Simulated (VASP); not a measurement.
# SnS (Pnma) in VASP: a series of runs, part 2 of 2

VASP 6.6.1. The steps go on from the part before.

## Step 3: Relaxation of cell and atoms, PBEsol

This run uses another cell than the first one, of 24.19 Å³/atom, 0.945 times its volume.

INCAR reads:

```
SYSTEM = SnS
PREC = Accurate ; ENCUT = 600
EDIFF = 1E-6 ; ISMEAR = 0
SIGMA = 0.03 ; LREAL = .False.
LASPH = .True. ; NELM = 80
ALGO = Normal ; ISIF = 3
LWAVE = .False. ; LCHARG = .False.
GGA = PS ; IBRION = 2
NSW = 90 ; EDIFFG = -0.01
KPAR = 4
```

KPOINTS reads:

```
regular mesh
0
Gamma
  4 8 6
  0 0 0
```

POSCAR reads:

```
SnS
1.0
   11.2000000000      0.0000000000      0.0000000000
    0.0000000000      3.9870000000      0.0000000000
    0.0000000000      0.0000000000      4.3340000000
Sn S
4 4
Direct
    0.1194000000      0.2500000000      0.1198000000
    0.3806000000      0.7500000000      0.6198000000
    0.6194000000      0.2500000000      0.3802000000
    0.8806000000      0.7500000000      0.8802000000
    0.8508000000      0.2500000000      0.4793000000
    0.6492000000      0.7500000000      0.9793000000
    0.3508000000      0.2500000000      0.0207000000
    0.1492000000      0.7500000000      0.5207000000
```

Potentials or basis: VASP PAW PBE potentials, release 64 (Sn_d, S).

The run is started by

```console
> cat potpaw_PBE.64/Sn_d/POTCAR potpaw_PBE.64/S/POTCAR > POTCAR
> mpirun -np 4 vasp_std > vasp.out
```

OUTCAR:

```text
SYSTEM = SnS
   PREC = Accurate
   ENCUT = 600
   EDIFF = 1E-6
   ISMEAR = 0
   LREAL = .False.
   LASPH = .True.
   NELM = 80
   ISIF = 3
   GGA = PS
   IBRION = 2
   NSW = 90
   EDIFFG = -0.01

 ion  position               nearest neighbor table
   1  0.119  0.250  0.120-   7 2.63   8 2.67   8 2.67   4 3.49   4 3.49
   2  0.381  0.750  0.620-   8 2.63   7 2.67   7 2.67   3 3.49   3 3.49
   3  0.619  0.250  0.380-   5 2.63   6 2.67   6 2.67   2 3.49   2 3.49
   4  0.881  0.750  0.880-   6 2.63   5 2.67   5 2.67   1 3.49   1 3.49
   5  0.851  0.250  0.479-   3 2.63   4 2.67   4 2.67
   6  0.649  0.750  0.979-   4 2.63   3 2.67   3 2.67
   7  0.351  0.250  0.021-   1 2.63   2 2.67   2 2.67
   8  0.149  0.750  0.521-   2 2.63   1 2.67   1 2.67

  LATTYP: Found a simple orthorhombic cell.
 ALAT       =     3.9870000000
 B/A-ratio  =     1.0870328568
 C/A-ratio  =     2.8091296714

  Lattice vectors:

 A1 = (   0.0000000000,   3.9870000000,   0.0000000000)
 A2 = (   0.0000000000,   0.0000000000,   4.3340000000)
 A3 = (  11.2000000000,   0.0000000000,   0.0000000000)

Analysis of symmetry for initial positions (statically):
=====================================================================
 Subroutine PRICEL returns:
 Original cell was already a primitive cell.

 Routine SETGRP: Setting up the symmetry group for a
 simple orthorhombic supercell.

 Subroutine GETGRP returns: Found  8 space group operations
 (whereof  2 operations were pure point group operations)
 out of a pool of  8 trial point group operations.

The static configuration has the point symmetry S_2 .
 The point group associated with its full space group is D_2h.

Analysis of symmetry for dynamics (positions and initial velocities):
=====================================================================
 Subroutine PRICEL returns:
 Original cell was already a primitive cell.

 Routine SETGRP: Setting up the symmetry group for a
 simple orthorhombic supercell.
[... 163 lines left out ...]
  ---------------------------------------------------
  ext. energy  EPLUGINS =         0.00000000
  ---------------------------------------------------
  free energy    TOTEN  =       -38.36451002 eV

  energy without entropy =      -38.36451002  energy(sigma->0) =      -38.36451002

------------------------ aborting loop because EDIFF is reached ----------------------------------------

  FORCE on cell =-STRESS in cart. coord.  units (eV):
  Direction    XX          YY          ZZ          XY          YZ          ZX
  --------------------------------------------------------------------------------------
  -------------------------------------------------------------------------------------
  Total       -0.7881845     -0.9963468     -1.0808173      0.0000000      0.0000000      0.0000000
  in kB       -6.5250720     -8.2483661     -8.9476648      0.0000000      0.0000000      0.0000000
  external PRESSURE =      -7.9070343 kB  Pullay stress =       0.0000000 kB
[... 107 lines left out ...]
  FREE ENERGIE OF THE ION-ELECTRON SYSTEM (eV)
  ---------------------------------------------------
  free  energy   TOTEN  =       -38.3741740881 eV

  energy  without entropy=      -38.3741740881  energy(sigma->0) =      -38.37417409

[... ionic steps 4 to 14 ...]

--------------------------------------- Ionic step       15  -------------------------------------------

 number of electron      80.0000002 magnetization

------------------------ aborting loop because EDIFF is reached ----------------------------------------
[... 79 lines left out ...]
--------------------------------------- Ionic step       17  -------------------------------------------

 number of electron      80.0000006 magnetization

 Free energy of the ion-electron system (eV)
  ---------------------------------------------------
  ext. energy  EPLUGINS =         0.00000000
  ---------------------------------------------------
  free energy    TOTEN  =       -38.39067835 eV

  energy without entropy =      -38.39067835  energy(sigma->0) =      -38.39067835

 E-fermi :   6.6714     XC(G=0): -10.2034

 val. band max:        6.4811355661   @ k =   0.5000   0.0000   0.5000
 cond. band min:       7.2488956794   @ k =   0.0000   0.0000   0.0000
 fundamental gap:      0.7677601134
 Fermi energy:         6.6713913848

 k-point     1 :       0.0000    0.0000    0.0000
  band No.  band energies     occupation
      1     -14.7347      2.00000
      2     -14.7117      2.00000
      3     -14.7101      2.00000
      4     -14.7019      2.00000
      5     -14.6971      2.00000
      6     -14.6924      2.00000
[... 1213 lines left out ...]
     47      10.1013      0.00000
     48      10.1013      0.00000

 [... further k-points ...]

------------------------ aborting loop because EDIFF is reached ----------------------------------------

  FORCE on cell =-STRESS in cart. coord.  units (eV):
  Direction    XX          YY          ZZ          XY          YZ          ZX
  --------------------------------------------------------------------------------------
  -------------------------------------------------------------------------------------
  Total        0.0513813     -0.0601436     -0.0150004      0.0000000      0.0000000      0.0000000
  in kB        0.4394101     -0.5143441     -0.1282821      0.0000000      0.0000000      0.0000000
  external PRESSURE =      -0.0677387 kB  Pullay stress =       0.0000000 kB
[... 23 lines left out ...]
  FREE ENERGIE OF THE ION-ELECTRON SYSTEM (eV)
  ---------------------------------------------------
  free  energy   TOTEN  =       -38.3906783472 eV

  energy  without entropy=      -38.3906783472  energy(sigma->0) =      -38.39067835

 reached required accuracy - stopping structural energy minimisation
```

OSZICAR:

```text
N       E                     dE             d eps       ncg     rms          rms(c)
DAV:   1     0.948814238073E+03    0.94881E+03   -0.40133E+04  6256   0.244E+03
DAV:   2     0.132688034249E+03   -0.81613E+03   -0.79110E+03  5776   0.698E+02
DAV:   3    -0.270649780782E+02   -0.15975E+03   -0.15325E+03  6848   0.226E+02
[... 136 lines left out ...]
DAV:   1    -0.383906579293E+02    0.14568E-04   -0.79700E-03  6784   0.383E-01    0.314E-02
DAV:   2    -0.383906830857E+02   -0.25156E-04   -0.32882E-04  8256   0.121E-01    0.127E-02
DAV:   3    -0.383906801487E+02    0.29370E-05   -0.69543E-06  6352   0.193E-02    0.817E-03
DAV:   4    -0.383906784029E+02    0.17457E-05   -0.37322E-06  5208   0.183E-02    0.181E-03
DAV:   5    -0.383906783472E+02    0.55716E-07   -0.16783E-06  3064   0.112E-02
  17 F= -.38390678E+02 E0= -.38390678E+02  d E =-.146955E-03
```

CONTCAR:

```text
SnS
   1.00000000000000
    11.0829686221606671    0.0000000000000000    0.0000000000000000
     0.0000000000000000    3.9844556772657396   -0.0000000000000001
     0.0000000000000000   -0.0000000000000000    4.2424905216182047
  Sn              S
     4     4
Direct
     0.1183073349902884    0.2500000000000000    0.1134200521399538
     0.3816926650097116    0.7500000000000000    0.6134200521399539
     0.6183073349902882    0.2500000000000000    0.3865799478600461
     0.8816926650097118    0.7500000000000000    0.8865799478600461
     0.8534911880868941    0.2500000000000000    0.4730776844877025
     0.6465088119131059    0.7500000000000000    0.9730776844877024
     0.3534911880868938    0.2500000000000000    0.0269223155122975
     0.1465088119131062    0.7500000000000000    0.5269223155122976

  0.00000000E+00  0.00000000E+00  0.00000000E+00
  0.00000000E+00  0.00000000E+00  0.00000000E+00
  0.00000000E+00  0.00000000E+00  0.00000000E+00
  0.00000000E+00  0.00000000E+00  0.00000000E+00
  0.00000000E+00  0.00000000E+00  0.00000000E+00
  0.00000000E+00  0.00000000E+00  0.00000000E+00
  0.00000000E+00  0.00000000E+00  0.00000000E+00
  0.00000000E+00  0.00000000E+00  0.00000000E+00
```

Wall time 16 min (4 MPI ranks of Intel Xeon Platinum 8488C (Sapphire Rapids), shared host); peak memory 0.67 GiB.

Results:

- Free energy: -38.3907 eV
- Relaxed volume: 23.42 Å³/atom
- Relaxed cell: a = 11.083 Å, b = 3.984 Å, c = 4.242 Å, α = 90.00°, β = 90.00°, γ = 90.00°
- Space group after relaxing (to 0.05 Å): Pnma (No. 62)
- Energy gained by relaxing: 3.3 meV/atom
- Ionic steps: 17
- Pressure after relaxing: 0.0 GPa
- Largest force after relaxing: 0.009 eV/Å
- Band gap on the k mesh: 0.77 eV, indirect (least direct gap 1.08 eV)

Forces on the atoms (eV/Å):
```
Sn  -0.003  0.000 -0.009
Sn   0.003  0.000 -0.009
Sn  -0.003  0.000  0.009
Sn   0.003  0.000  0.009
S    0.001  0.000  0.002
S   -0.001  0.000  0.002
S    0.001  0.000 -0.002
S   -0.001  0.000 -0.002
```

The path:
| step | energy change (eV) | largest force (eV/Å) | pressure (GPa) | volume (Å³) |
| --- | --- | --- | --- | --- |
| 1 | 0.0000 | 0.0741 | -0.79 | 193.53 |
| 2 | -0.0097 | 0.1417 | 0.13 | 190.21 |
| 3 | -0.0097 | 0.1445 | 0.17 | 190.10 |
| 4 | -0.0166 | 0.0946 | 0.11 | 189.32 |
| 5 | -0.0225 | 0.0337 | 0.02 | 187.85 |
| 6 | -0.0226 | 0.0383 | 0.03 | 187.65 |
| 7 | -0.0247 | 0.0292 | -0.04 | 187.49 |
| 8 | -0.0246 | 0.0292 | -0.03 | 187.48 |
| 9 | -0.0254 | 0.0155 | 0.05 | 187.24 |
| 10 | -0.0255 | 0.0152 | 0.09 | 187.09 |
| 11 | -0.0257 | 0.0241 | -0.09 | 187.58 |
| 12 | -0.0258 | 0.0208 | -0.02 | 187.43 |
| 13 | -0.0258 | 0.0204 | -0.05 | 187.45 |
| 14 | -0.0259 | 0.0183 | -0.02 | 187.43 |
| 15 | -0.0260 | 0.0166 | -0.01 | 187.41 |
| 16 | -0.0262 | 0.0091 | 0.02 | 187.33 |
| 17 | -0.0262 | 0.0094 | -0.01 | 187.35 |

Final structure:
```cif
data_structure
_symmetry_space_group_name_H-M 'P 1'
_symmetry_Int_Tables_number 1
_cell_length_a 11.0830
_cell_length_b 3.9845
_cell_length_c 4.2425
_cell_angle_alpha 90.000
_cell_angle_beta 90.000
_cell_angle_gamma 90.000
_cell_volume 187.35
loop_
_atom_site_label
_atom_site_type_symbol
_atom_site_fract_x
_atom_site_fract_y
_atom_site_fract_z
_atom_site_occupancy
Sn1 Sn 0.11831 0.25000 0.11342 1
Sn2 Sn 0.38169 0.75000 0.61342 1
Sn3 Sn 0.61831 0.25000 0.38658 1
Sn4 Sn 0.88169 0.75000 0.88658 1
S1 S 0.85349 0.25000 0.47308 1
S2 S 0.64651 0.75000 0.97308 1
S3 S 0.35349 0.25000 0.02692 1
S4 S 0.14651 0.75000 0.52692 1
```

Levels at points of the mesh, in eV from the valence-band top:
```csv
k point,band 37,band 38,band 39,band 40,band 41,band 42,band 43,band 44
"(0.00, 0.00, 0.00)",-1.97,-1.25,-0.82,-0.68,0.77,2.96,3.00,3.08
"(0.50, 0.00, 0.00)",-2.22,-2.22,-0.70,-0.70,2.61,2.61,2.78,2.78
"(0.00, 0.50, 0.00)",-1.02,-1.02,-0.78,-0.78,1.10,1.10,1.70,1.70
"(0.50, 0.50, 0.00)",-1.01,-1.01,-1.01,-1.01,1.58,1.58,1.58,1.58
"(0.00, 0.00, 0.50)",-0.94,-0.94,-0.09,-0.09,1.41,1.41,1.88,1.88
"(0.50, 0.00, 0.50)",-0.70,-0.70,0.00,0.00,1.30,1.30,1.83,1.83
"(0.00, 0.50, 0.50)",-2.57,-2.57,-1.56,-1.56,2.75,2.75,3.02,3.02
"(0.50, 0.50, 0.50)",-1.75,-1.75,-1.75,-1.75,2.56,2.56,2.56,2.56
```

Caveat: the PAW data sets were made with another functional, which shifts forces and pressure a little; spin-orbit coupling is left out, which moves the levels of the heavy elements. A k mesh can miss the band edges.

## Step 4: Relaxation of cell and atoms, PBEsol

This run uses another cell than the first one, of 23.42 Å³/atom, 0.915 times its volume.

INCAR reads:

```
SYSTEM = SnS
PREC = Accurate ; ENCUT = 600
EDIFF = 1E-7 ; ISMEAR = 0
SIGMA = 0.03 ; LREAL = .False.
LASPH = .True. ; NELM = 80
ALGO = Normal ; ISIF = 3
LWAVE = .False. ; LCHARG = .False.
GGA = PS ; IBRION = 2
NSW = 90 ; EDIFFG = -0.005
KPAR = 4
```

KPOINTS is that of step 3.

POSCAR reads:

```
SnS                                     
1.0
   11.0829686222      0.0000000000      0.0000000000
    0.0000000000      3.9844556773     -0.0000000000
    0.0000000000     -0.0000000000      4.2424905216
  Sn              S             
     4     4
Direct
     0.1183073349902884    0.2500000000000000    0.1134200521399538
     0.3816926650097116    0.7500000000000000    0.6134200521399539
     0.6183073349902882    0.2500000000000000    0.3865799478600461
     0.8816926650097118    0.7500000000000000    0.8865799478600461
     0.8534911880868941    0.2500000000000000    0.4730776844877025
     0.6465088119131059    0.7500000000000000    0.9730776844877024
     0.3534911880868938    0.2500000000000000    0.0269223155122975
     0.1465088119131062    0.7500000000000000    0.5269223155122976
```

Potentials or basis: VASP PAW PBE potentials, release 64 (Sn_d, S).

The run is started by

```console
> cat potpaw_PBE.64/Sn_d/POTCAR potpaw_PBE.64/S/POTCAR > POTCAR
> mpirun -np 4 vasp_std > vasp.out
```

OUTCAR:

```text
SYSTEM = SnS
   PREC = Accurate
   ENCUT = 600
   EDIFF = 1E-7
   ISMEAR = 0
   LREAL = .False.
   LASPH = .True.
   NELM = 80
   ISIF = 3
   GGA = PS
   IBRION = 2
   NSW = 90
   EDIFFG = -0.005

 ion  position               nearest neighbor table
   1  0.118  0.250  0.113-   7 2.63   8 2.67   8 2.67   8 3.20   8 3.20   4 3.43   4 3.43
   2  0.382  0.750  0.613-   8 2.63   7 2.67   7 2.67   7 3.20   7 3.20   3 3.43   3 3.43
   3  0.618  0.250  0.387-   5 2.63   6 2.67   6 2.67   6 3.20   6 3.20   2 3.43   2 3.43
   4  0.882  0.750  0.887-   6 2.63   5 2.67   5 2.67   5 3.20   5 3.20   1 3.43   1 3.43
   5  0.853  0.250  0.473-   3 2.63   4 2.67   4 2.67   4 3.20   4 3.20
   6  0.647  0.750  0.973-   4 2.63   3 2.67   3 2.67   3 3.20   3 3.20
   7  0.353  0.250  0.027-   1 2.63   2 2.67   2 2.67   2 3.20   2 3.20
   8  0.147  0.750  0.527-   2 2.63   1 2.67   1 2.67   1 3.20   1 3.20

  LATTYP: Found a simple orthorhombic cell.
 ALAT       =     3.9844556773
 B/A-ratio  =     1.0647603751
 C/A-ratio  =     2.7815514890

  Lattice vectors:

 A1 = (   0.0000000000,   3.9844556773,   0.0000000000)
 A2 = (   0.0000000000,   0.0000000000,   4.2424905216)
 A3 = (  11.0829686222,   0.0000000000,   0.0000000000)

Analysis of symmetry for initial positions (statically):
=====================================================================
 Subroutine PRICEL returns:
 Original cell was already a primitive cell.
[... 312 lines left out ...]

--------------------------------------- Ionic step       12  -------------------------------------------

 number of electron      80.0000007 magnetization

------------------------ aborting loop because EDIFF is reached ----------------------------------------
[... 79 lines left out ...]
--------------------------------------- Ionic step       14  -------------------------------------------

 number of electron      80.0000006 magnetization

 Free energy of the ion-electron system (eV)
  ---------------------------------------------------
  ext. energy  EPLUGINS =         0.00000000
  ---------------------------------------------------
  free energy    TOTEN  =       -38.39045678 eV

  energy without entropy =      -38.39045678  energy(sigma->0) =      -38.39045678

 E-fermi :   6.6795     XC(G=0): -10.2085

 val. band max:        6.4988672383   @ k =   0.5000   0.0000   0.5000
 cond. band min:       7.2224056939   @ k =   0.0000   0.0000   0.0000
 fundamental gap:      0.7235384556
 Fermi energy:         6.6795157256

 k-point     1 :       0.0000    0.0000    0.0000
  band No.  band energies     occupation
      1     -14.7247      2.00000
      2     -14.7024      2.00000
      3     -14.7005      2.00000
      4     -14.6930      2.00000
      5     -14.6879      2.00000
      6     -14.6835      2.00000
[... 1213 lines left out ...]
     47      10.1086      0.00000
     48      10.1086      0.00000

 [... further k-points ...]

------------------------ aborting loop because EDIFF is reached ----------------------------------------

  FORCE on cell =-STRESS in cart. coord.  units (eV):
  Direction    XX          YY          ZZ          XY          YZ          ZX
  --------------------------------------------------------------------------------------
  -------------------------------------------------------------------------------------
  Total       -0.0306061     -0.0082431      0.0199840      0.0000000     -0.0000000      0.0000000
  in kB       -0.2619914     -0.0705615      0.1710653      0.0000000     -0.0000000      0.0000000
  external PRESSURE =      -0.0538292 kB  Pullay stress =       0.0000000 kB
[... 23 lines left out ...]
  FREE ENERGIE OF THE ION-ELECTRON SYSTEM (eV)
  ---------------------------------------------------
  free  energy   TOTEN  =       -38.3904567814 eV

  energy  without entropy=      -38.3904567814  energy(sigma->0) =      -38.39045678

 reached required accuracy - stopping structural energy minimisation
```

CONTCAR:

```text
SnS
   1.00000000000000
    11.1022363226753598    0.0000000000000000    0.0000000000000000
     0.0000000000000000    3.9856081180451586   -0.0000000000000003
     0.0000000000000000   -0.0000000000000001    4.2298593716708197
  Sn              S
     4     4
Direct
     0.1185163016469163    0.2500000000000000    0.1099912146110713
     0.3814836983530838    0.7500000000000000    0.6099912146110713
     0.6185163016469164    0.2500000000000000    0.3900087853889287
     0.8814836983530836    0.7500000000000000    0.8900087853889287
     0.8532534778391950    0.2500000000000000    0.4743740039375980
     0.6467465221608050    0.7500000000000000    0.9743740039375977
     0.3532534778391949    0.2500000000000000    0.0256259960624021
     0.1467465221608050    0.7500000000000000    0.5256259960624023

  0.00000000E+00  0.00000000E+00  0.00000000E+00
  0.00000000E+00  0.00000000E+00  0.00000000E+00
  0.00000000E+00  0.00000000E+00  0.00000000E+00
  0.00000000E+00  0.00000000E+00  0.00000000E+00
  0.00000000E+00  0.00000000E+00  0.00000000E+00
  0.00000000E+00  0.00000000E+00  0.00000000E+00
  0.00000000E+00  0.00000000E+00  0.00000000E+00
  0.00000000E+00  0.00000000E+00  0.00000000E+00
```

It took 13 min on 4 MPI ranks of Intel Xeon Platinum 8488C (Sapphire Rapids), shared host; peak memory 0.65 GiB.

Results:

- Free energy: -38.3905 eV
- Relaxed volume: 23.40 Å³/atom
- Relaxed cell: a = 11.102 Å, b = 3.986 Å, c = 4.230 Å, α = 90.00°, β = 90.00°, γ = 90.00°
- Space group after relaxing (to 0.05 Å): Pnma (No. 62)
- Energy gained by relaxing: 0.0 meV/atom
- Ionic steps: 14
- Pressure after relaxing: 0.0 GPa
- Largest force after relaxing: 0.003 eV/Å
- Band gap on the k mesh: 0.72 eV, indirect (least direct gap 1.08 eV)

Forces on the atoms (eV/Å):
```
Sn   0.002  0.000 -0.002
Sn  -0.002  0.000 -0.002
Sn   0.002  0.000  0.002
Sn  -0.002  0.000  0.002
S    0.003  0.000  0.002
S   -0.003  0.000  0.002
S    0.003  0.000 -0.002
S   -0.003  0.000 -0.002
```

The path:
```
step  energy change (eV)  largest force (eV/Å)  pressure (GPa)  volume (Å³)
   1              0.0000                0.0091           -0.01       187.35
   2              0.0000                0.0093            0.00       187.29
   3              0.0000                0.0102            0.01       187.23
   4              0.0000                0.0100            0.01       187.25
   5             -0.0001                0.0073            0.00       187.25
   6             -0.0001                0.0058           -0.02       187.26
   7             -0.0001                0.0051            0.01       187.18
   8             -0.0001                0.0061            0.03       187.12
   9             -0.0002                0.0060            0.03       187.12
  10             -0.0002                0.0061            0.02       187.13
  11             -0.0003                0.0062            0.01       187.14
  12             -0.0003                0.0071           -0.01       187.18
  13             -0.0003                0.0068            0.00       187.17
  14             -0.0003                0.0031           -0.01       187.17
```

Final structure:
```
Sn S
1.0
    11.10224    0.00000    0.00000
     0.00000    3.98561    0.00000
     0.00000    0.00000    4.22986
Sn S
4 4
Direct
  0.11852 0.25000 0.10999
  0.38148 0.75000 0.60999
  0.61852 0.25000 0.39001
  0.88148 0.75000 0.89001
  0.85325 0.25000 0.47437
  0.64675 0.75000 0.97437
  0.35325 0.25000 0.02563
  0.14675 0.75000 0.52563
```

Caveat: the PAW data sets were made with another functional, which shifts forces and pressure a little; spin-orbit coupling is left out, which moves the levels of the heavy elements. A k mesh can miss the band edges.
